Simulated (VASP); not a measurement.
# Zn (Fm-3m) in VASP: further runs

One crystal, Zn, is run at these levels: PBE, LDA; tasks: single point.

Program: VASP 6.6.1. These are calculated values, not measurements. Logs are shortened: lines on timing, memory, paths and dates and some standing lists are left out, and cuts for length are marked.

## 1. Starting point

Symmetry: Fm-3m, No. 225, cubic system. The conventional cell has a = 3.930 Å, b = 3.930 Å, c = 3.930 Å, α = 90.00°, β = 90.00°, γ = 90.00°. Zn (site symmetry m-3m) is surrounded by 12 Zn at 2.78 Å.

This isn't the form of Zn at room conditions, which is hcp.

## 2. Single point, PBE (volume scaled by 0.94)

Input file INCAR:

```
SYSTEM = Zn
ALGO = Normal
EDIFF = 1E-7
ENCUT = 520
GGA = PE
ISIF = 2
ISMEAR = -1
LASPH = .True.
LCHARG = .True.
LELF = .True.
LREAL = .False.
LVHAR = .True.
LWAVE = .False.
NBANDS = 12
NELM = 60
PREC = Accurate
SIGMA = 0.05
```

Input file KPOINTS:

```
k-points
0
Gamma
  12 12 12
  0 0 0
```

Input file POSCAR:

```
Zn
1.0
    0.0000000000      1.9246672763      1.9246672763
    1.9246672763      0.0000000000      1.9246672763
    1.9246672763      1.9246672763      0.0000000000
Zn
1
Direct
    0.0000000000      0.0000000000      0.0000000000
```

Potentials or basis: VASP PAW PBE potentials, release 64 (Zn).

Launch:

```
$ cat potpaw_PBE.64/Zn/POTCAR > POTCAR
$ mpirun -np 1 vasp_std > vasp.out
```

OUTCAR:

```text
SYSTEM = Zn
   EDIFF = 1E-7
   ENCUT = 520
   GGA = PE
   ISIF = 2
   ISMEAR = -1
   LASPH = .True.
   LREAL = .False.
   NELM = 60
   PREC = Accurate

 ion  position               nearest neighbor table
   1  0.000  0.000  0.000-

  LATTYP: Found a face centered cubic cell.
 ALAT       =     3.8493345526

  Lattice vectors:

 A1 = (   0.0000000000,   1.9246672763,   1.9246672763)
 A2 = (   1.9246672763,   0.0000000000,   1.9246672763)
 A3 = (   1.9246672763,   1.9246672763,   0.0000000000)

Analysis of symmetry for initial positions (statically):
=====================================================================
 Subroutine PRICEL returns:
 Original cell was already a primitive cell.

 Routine SETGRP: Setting up the symmetry group for a
 face centered cubic supercell.

 Subroutine GETGRP returns: Found 48 space group operations
 (whereof 48 operations were pure point group operations)
 out of a pool of 48 trial point group operations.

The static configuration has the point symmetry O_h .

Analysis of symmetry for dynamics (positions and initial velocities):
=====================================================================
 Subroutine PRICEL returns:
 Original cell was already a primitive cell.

 Routine SETGRP: Setting up the symmetry group for a
 face centered cubic supercell.

 Subroutine GETGRP returns: Found 48 space group operations
 (whereof 48 operations were pure point group operations)
 out of a pool of 48 trial point group operations.

The dynamic configuration has the point symmetry O_h .

 Subroutine INISYM returns: Found 48 space group operations
 (whereof 48 operations are pure point group operations),
 and found     1 'primitive' translations

----------------------------------------------------------------------------------------

                                     Primitive cell

  volume of cell :      14.2593

  direct lattice vectors                    reciprocal lattice vectors
     0.000000000  1.924667276  1.924667276    -0.259785162  0.259785162  0.259785162
     1.924667276  0.000000000  1.924667276     0.259785162 -0.259785162  0.259785162
     1.924667276  1.924667276  0.000000000     0.259785162  0.259785162 -0.259785162

  length of vectors
     2.721890565  2.721890565  2.721890565     0.449961099  0.449961099  0.449961099

  position of ions in fractional coordinates (direct lattice)
     0.000000000  0.000000000  0.000000000

  ion indices of the primitive-cell ions
   primitive index   ion index
                 1           1

----------------------------------------------------------------------------------------

 KPOINTS: k-points

Automatic generation of k-mesh.
 Grid dimensions read from file:
 generate k-points for:   12   12   12

 Generating k-lattice:

  Cartesian coordinates                     Fractional coordinates (reciprocal lattice)
    -0.021648763  0.021648763  0.021648763     0.083333333  0.000000000  0.000000000
     0.021648763 -0.021648763  0.021648763     0.000000000  0.083333333  0.000000000
     0.021648763  0.021648763 -0.021648763     0.000000000  0.000000000  0.083333333

  Length of vectors
     0.037496758  0.037496758  0.037496758

  Shift w.r.t. Gamma in fractional coordinates (k-lattice)
     0.000000000  0.000000000  0.000000000

 Subroutine IBZKPT returns following result:
 ===========================================

 Found     72 irreducible k-points:

 Following reciprocal coordinates:
            Coordinates               Weight
  0.000000  0.000000  0.000000      1.000000
  0.083333  0.000000  0.000000      8.000000
  0.166667  0.000000  0.000000      8.000000
  0.250000  0.000000  0.000000      8.000000
  0.333333  0.000000  0.000000      8.000000
  0.416667  0.000000  0.000000      8.000000
[... 16 lines left out ...]
  0.500000  0.166667  0.000000     24.000000
 -0.416667  0.166667  0.000000     24.000000
 [... further k-points ...]
   k-points           NKPTS =     72   k-points in BZ     NKDIM =     72   number of bands    NBANDS=     12
   number of dos      NEDOS =    301   number of ions     NIONS =      1
   total plane-waves  NPLWV =   8000
   dimension x,y,z NGX =    20 NGY =   20 NGZ =   20
   dimension x,y,z NGXF=    40 NGYF=   40 NGZF=   40
   ions per type =               1
   NGX,Y,Z   is equivalent  to a cutoff of  12.22, 12.22, 12.22 a.u.
   NGXF,Y,Z  is equivalent  to a cutoff of  24.43, 24.43, 24.43 a.u.
 SYSTEM =  Zn
   PREC   = accura    normal or accurate (medium, high low for compatibility)
   ISTART =      0    job   : 0-new  1-cont  2-samecut
   ICHARG =      2    charge: 1-file 2-atom 10-const
   ISPIN  =      1    spin polarized calculation?
   LNONCOLLINEAR =      F non collinear calculations
   LSORBIT =      F    spin-orbit coupling
   LASPH  =      T    aspherical Exc in radial PAW
   ENCUT  =  520.0 eV  38.22 Ry    6.18 a.u.   5.06  5.06  5.06*2*pi/ulx,y,z
   NELM   =     60;   NELMIN=  2; NELMDL= -5     # of ELM steps
   EDIFF  = 0.1E-06   stopping-criterion for ELM
   LREAL  =      F    real-space projection
   EDIFFG = 0.1E-05   stopping-criterion for IOM
   NSW    =      0    number of steps for IOM
   IBRION =     -1    ionic relax: 0-MD 1-quasi-New 2-CG
   NFREE  =      0    steps in history (QN), initial steepest desc. (CG)
   ISIF   =      2    stress and relaxation
   ISYM   =      2    0-nonsym 1-usesym 2-fastsym
   POTIM  = 0.5000    time-step for ionic-motion
   TEBEG  =    0.0;   TEEND  =   0.0 temperature during run
   PSTRESS=    0.0 pullay stress
   NELECT =      12.0000    total number of electrons
   NUPDOWN=      -1.0000    fix difference up-down
   EMIN   =  10.00;   EMAX   =-10.00  energy-range for DOS
   EFERMI =   0.00;   METHOD = LEGACY
   ISMEAR =    -1;   SIGMA  =   0.05  broadening in eV -4-tet -1-fermi 0-gaus
   EFERMI_NEDOS =   21; number of points for ismear=-14 and -15
   IALGO  =     38    algorithm
   IMIX   =      4    mixing-type and parameters
     AMIX     =   0.40;   BMIX     =  1.00
     AMIX_MAG =   1.60;   BMIX_MAG =  1.00
  volume/ion in A,a.u.               =      14.26        96.23
  Fermi-wavevector in a.u.,A,eV,Ry     =   1.545621  2.920800 32.503547  2.388943
  Thomas-Fermi vector in A             =   2.650973
   LORBIT       =      0    0 simple, 1 ext, 2 COOP (PROOUT), +10 PAW based schemes
   GGA     = PE    functional components
   LHFCALC =     F    Hartree Fock is set to
   AEXX    =    0.0000 exact exchange contribution
   IVDW    =     0    specifies the selected vdW correction
   LEPSILON=     F    determine dielectric tensor
   LRPA    =     F    only Hartree local field effects (RPA)
 non-spin polarized calculation
  energy-cutoff  :      520.00
  volume of cell :       14.26
 maximum number of plane-waves:       397
   NGX = 11   NGY = 11   NGZ = 11

 number of electron      12.0000006 magnetization

 Free energy of the ion-electron system (eV)
  ---------------------------------------------------
  ext. energy  EPLUGINS =         0.00000000
  ---------------------------------------------------
  free energy    TOTEN  =        -1.06321474 eV

  energy without entropy =       -1.06043422  energy(sigma->0) =       -1.06182448

 E-fermi :   3.4904     XC(G=0): -11.9062

 val. band max:        3.4621558540   @ k =  -0.3333   0.3333   0.1667
 cond. band min:       3.5852861139   @ k =  -0.4167   0.0833   0.0000
 fundamental gap:      0.1231302599
 Fermi energy:         3.4903685818

 k-point     1 :       0.0000    0.0000    0.0000
  band No.  band energies     occupation
      1      -7.3240      2.00000
      2      -4.2606      2.00000
      3      -4.2606      2.00000
      4      -4.2606      2.00000
      5      -3.8339      2.00000
      6      -3.8339      2.00000
      7      22.6855      0.00000
      8      22.6855      0.00000
      9      22.6855      0.00000
     10      22.8989      0.00000
     11      25.3780      0.00000
     12      25.3780      0.00000

 k-point     2 :       0.0833    0.0000    0.0000
  band No.  band energies     occupation
      1      -7.1057      2.00000
      2      -4.2798      2.00000
      3      -4.2347      2.00000
      4      -4.2347      2.00000
      5      -3.8410      2.00000
      6      -3.8410      2.00000
      7      19.3625      0.00000
      8      22.0229      0.00000
      9      22.0229      0.00000
     10      22.7694      0.00000
     11      26.4158      0.00000
     12      26.4158      0.00000

 k-point     3 :       0.1667    0.0000    0.0000
  band No.  band energies     occupation
      1      -6.4772      2.00000
      2      -4.3030      2.00000
      3      -4.1833      2.00000
      4      -4.1833      2.00000
      5      -3.8400      2.00000
      6      -3.8400      2.00000
      7      15.1406      0.00000
      8      21.0499      0.00000
      9      21.0499      0.00000
     10      22.5556      0.00000
     11      27.9932      0.00000
     12      28.3004      0.00000
[... 286 lines left out ...]
 k-point    23 :       0.5000    0.1667    0.0000
  band No.  band energies     occupation
      1      -4.8644      2.00000
      2      -4.3631      2.00000
      3      -4.0886      2.00000
      4      -3.9531      2.00000
      5      -3.5075      2.00000
      6       0.3749      2.00000
      7       4.0790      0.00002
      8      14.2792      0.00000
      9      16.3496      0.00000
     10      18.9290      0.00000
     11      27.7039      0.00000
     12      28.5394      0.00000

 k-point    24 :      -0.4167    0.1667    0.0000
  band No.  band energies     occupation
      1      -4.8471      2.00000
      2      -4.3653      2.00000
      3      -4.1072      2.00000
      4      -3.8898      2.00000
      5      -3.5674      2.00000
      6       1.1075      2.00000
      7       3.2181      1.99141
      8      13.3434      0.00000
      9      17.2010      0.00000
     10      19.4971      0.00000
     11      26.8356      0.00000
     12      27.9579      0.00000

 [... further k-points ...]

------------------------ aborting loop because EDIFF is reached ----------------------------------------

  FORCE on cell =-STRESS in cart. coord.  units (eV):
  Direction    XX          YY          ZZ          XY          YZ          ZX
  --------------------------------------------------------------------------------------
  -------------------------------------------------------------------------------------
  Total        0.4546862      0.4546862      0.4546862     -0.0000000     -0.0000000     -0.0000000
  in kB       51.0887634     51.0887634     51.0887634     -0.0000000     -0.0000000     -0.0000000
  external PRESSURE =      51.0887634 kB  Pullay stress =       0.0000000 kB

 VOLUME and BASIS-vectors are now :
 -----------------------------------------------------------------------------
  energy-cutoff  :      520.00
  volume of cell :       14.26
      direct lattice vectors                 reciprocal lattice vectors
     0.000000000  1.924667276  1.924667276    -0.259785162  0.259785162  0.259785162
     1.924667276  0.000000000  1.924667276     0.259785162 -0.259785162  0.259785162
     1.924667276  1.924667276  0.000000000     0.259785162  0.259785162 -0.259785162

 POSITION                                       TOTAL-FORCE (eV/Angst)
 -----------------------------------------------------------------------------------
      0.00000      0.00000      0.00000         0.000000      0.000000     -0.000000
 -----------------------------------------------------------------------------------
    total drift:                               -0.000000     -0.000000     -0.000000

  FREE ENERGIE OF THE ION-ELECTRON SYSTEM (eV)
  ---------------------------------------------------
  free  energy   TOTEN  =        -1.0632147365 eV

  energy  without entropy=       -1.0604342162  energy(sigma->0) =       -1.06182448
```

Wall time 16 s (1 thread of AMD EPYC 7R13 (Zen 3), shared host); peak memory 0.09 GiB.

What came out:

```yaml
Free_energy: -1.0632 eV
Pressure: 5.1 GPa
Band_gap_on_the_k_mesh: none (metal or under the smearing width)
```

Levels at points of the mesh, in eV from the Fermi level:
| k point | band 3 | band 4 | band 5 | band 6 | band 7 | band 8 | band 9 | band 10 |
| --- | --- | --- | --- | --- | --- | --- | --- | --- |
| (0.00, 0.00, 0.00) | -7.75 | -7.75 | -7.32 | -7.32 | 19.20 | 19.20 | 19.20 | 19.41 |
| (0.50, 0.00, 0.00) | -7.76 | -7.01 | -7.01 | -3.12 | -1.23 | 16.04 | 16.04 | 17.90 |
| (0.50, 0.50, 0.00) | -7.02 | -6.93 | -6.93 | -1.11 | 2.01 | 8.79 | 8.79 | 12.54 |

## 3. Single point, PBE

Input file INCAR:

```
SYSTEM = Zn
PREC = Accurate
ENCUT = 520
EDIFF = 1E-6
ISMEAR = -1
SIGMA = 0.05
LREAL = .FALSE.
LASPH = .TRUE.
NELM = 100
ALGO = Fast
ISIF = 2
LWAVE = .FALSE.
LCHARG = .FALSE.
GGA = PE
NBANDS = 12
```

Input file KPOINTS:

```
regular mesh
0
G
  12 12 12
  0 0 0
```

Input file POSCAR:

```
Zn
1.0
    0.0000000000      1.9647760000      1.9647760000
    1.9647760000      0.0000000000      1.9647760000
    1.9647760000      1.9647760000      0.0000000000
Zn
1
Direct
    0.0000000000      0.0000000000      0.0000000000
```

Potentials or basis: VASP PAW PBE potentials, release 64 (Zn).

Launch:

```
$ cat potpaw_PBE.64/Zn/POTCAR > POTCAR
$ mpirun -np 1 vasp_std > vasp.out
```

Wall time 20 s (1 thread of AMD EPYC 7R13 (Zen 3), shared host); peak memory 0.1 GiB.

The run converged. Its results:

```yaml
Free_energy: -1.0773 eV
Pressure: 0.1 GPa
Band_gap_on_the_k_mesh: none (metal or under the smearing width)
```

Levels at points of the mesh, in eV from the Fermi level:
```csv
k point,band 3,band 4,band 5,band 6,band 7,band 8,band 9,band 10
"(0.00, 0.00, 0.00)",-7.58,-7.58,-7.20,-7.20,18.32,18.32,18.32,18.94
"(0.50, 0.00, 0.00)",-7.58,-6.92,-6.92,-2.85,-1.34,15.30,15.30,17.48
"(0.50, 0.50, 0.00)",-6.93,-6.84,-6.84,-0.95,1.78,8.48,8.48,12.13
```

## 4. Single point, LDA, non-collinear spin, typed start (volume scaled by 0.8)

Input file INCAR:

```
  PREC = Accurate
  ENCUT = 520
  EDIFF = 1E-6
  ISMEAR = -1
  SIGMA = 0.01
  LREAL = F
  LASPH = T
  NELM = 150
  ALGO = Normal
  ISIF = 2
  LWAVE = F
  LCHARG = F
  LNONCOLLINEAR = T
  MAGMOM = 0 0 0.5
  LORBIT = 11
  NBANDS = 23
```

Input file KPOINTS:

```
regular mesh
0
Gamma
  9 9 9
```

Input file POSCAR:

```
Zn
1.0
    0.0000000000      1.8239364684      1.8239364684
    1.8239364684      0.0000000000      1.8239364684
    1.8239364684      1.8239364684      0.0000000000
Zn
1
Direct
    0.0000000000      0.0000000000      0.0000000000
```

Potentials or basis: VASP PAW LDA potentials, release 64 (Zn).

Launch:

```
$ cat potpaw_LDA.64/Zn/POTCAR > POTCAR
$ mpirun -np 1 vasp_ncl > vasp.out
```

Wall time 26 s (1 thread of Intel Xeon 6975P-C (Granite Rapids), shared host); peak memory 0.16 GiB.

Results (log left out):

| Property | Result |
| --- | --- |
| Free energy | -1.7654 eV |
| Pressure | 16.2 GPa |
| Band gap on the k mesh | none (metal or under the smearing width) |
| Net moment | 0.00 μB per cell |
| Valence electrons inside the program's atomic spheres | Zn 11.00 |

Levels at points of the mesh, in eV from the Fermi level:
```csv
k point,band 9,band 10,band 11,band 12,band 13,band 14,band 15,band 16
"(0.00, 0.00, 0.00)",-7.95,-7.95,-7.95,-7.95,20.61,20.61,21.29,21.29
```

Moments on the atoms (μB; x, y, z):
```
Zn  0.00 0.00 0.00
```

Caveat: so large a pressure means that the cell lies far from this level's equilibrium, or that cutoff or potentials fall short.

(Continued in part 2 of 2.)
